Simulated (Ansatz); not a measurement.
# BaTiO3: the cost of one run

Method: DFT, PBE, plane-wave PAW, default files, scalar-relativistic, frozen cores, as far as a step names no other, in Ansatz 0.2.0.

### Step 1. The system as given

The structure is trigonal, space group R3m (No. 160). Conventional cell: a = 5.655 Å, b = 5.655 Å, c = 6.953 Å, α = 90.00°, β = 90.00°, γ = 120.00°. Ba (site symmetry 3m) has 12 O at 2.79 to 2.88 Å as nearest neighbours. Ti (site symmetry 3m) is surrounded by 6 O at 1.88 to 2.14 Å. O (site symmetry m) has 2 Ti at 1.88 to 2.14 Å as nearest neighbours.

As a file:

```
Ba Ti O
1.0
     2.82767    1.63255    2.31773
    -2.82767    1.63255    2.31773
     0.00000   -3.26511    2.31773
Ba Ti O
1 1 3
Direct
  0.00000 0.00000 0.00000
  0.48600 0.48600 0.48600
  0.50840 0.50840 0.01850
  0.01850 0.50840 0.50840
  0.50840 0.01850 0.50840
```

The earlier run gave: gap on the mesh 2.41 eV, largest force 0.181 eV/Å, pressure 5.0 GPa.

Like atoms gathered into sites:

```tsv
site	atoms	first shell	V_zz (10²¹ V/m²)	η	C_Q (MHz)
Ba	1	12 O at 2.79–2.88 Å	0.33	0.00	1.89 (¹³⁷Ba)
Ti	2	6 O at 1.88–2.14 Å	1.11	0.00	6.63 (⁴⁹Ti)
O	3, 4, 5	2 Ti at 1.88–2.14 Å, angle 173°; also 4 Ba at 2.79–2.88 Å	2.21	0.04	-1.36 (¹⁷O)
```

C_Q = eQV_zz/h, which is 24.18 MHz for Q = 1 b and V_zz = 10²¹ V/m²; η = (V_xx − V_yy)/V_zz. Quadrupole moments are those of Pyykkö's year-2017 table.

### Step 2. Z stretched by +3 %, ions relaxed

Contents of input.yaml:

```yaml
crystal:
  lattice:
    - [2.8276671207, 1.6325543733, 2.3872639731]
    - [-2.8276671207, 1.6325543733, 2.3872639731]
    - [0.0, -3.2651087466, 2.3872639731]
  atoms:
    - { symbol: Ba, position: [-0.00195427, -0.00195427, -0.00195427] }
    - { symbol: Ti, position: [0.4863645393, 0.4863645393, 0.4863645393] }
    - { symbol: O, position: [0.510099585, 0.510099585, 0.0166905607] }
    - { symbol: O, position: [0.0166905607, 0.510099585, 0.510099585] }
    - { symbol: O, position: [0.510099585, 0.0166905607, 0.510099585] }
kpoints:
  mp_grid: { grid: [8, 8, 8] }
scf:
  occupations: { method: fermi_dirac, width: 0.02 }
hamiltonian:
  xc: pbe
  pseudopotentials: { kind: paw, frozen_core: stored }
output:
  forces: true
  stress: true
  populations: true
  efg: { quadrupole_moments_barn: { Ba: 0.236, Ti: 0.247, O: -0.02558 } }
relax:
  f_tol: 0.02
  max_steps: 60
```

Launch:

```console
> ansatz run input.yaml --threads 1 --pin off --max-ram 3072MiB --backend cpu --events-out ev --progress --plain --runs-dir out
```

**Question.** How long does this run take on 1 thread of Intel Xeon at 2.50GHz (Skylake/Cascade Lake), shared host, and how much memory does it need?

About 1.8 min, with a peak of 0.45 GiB.
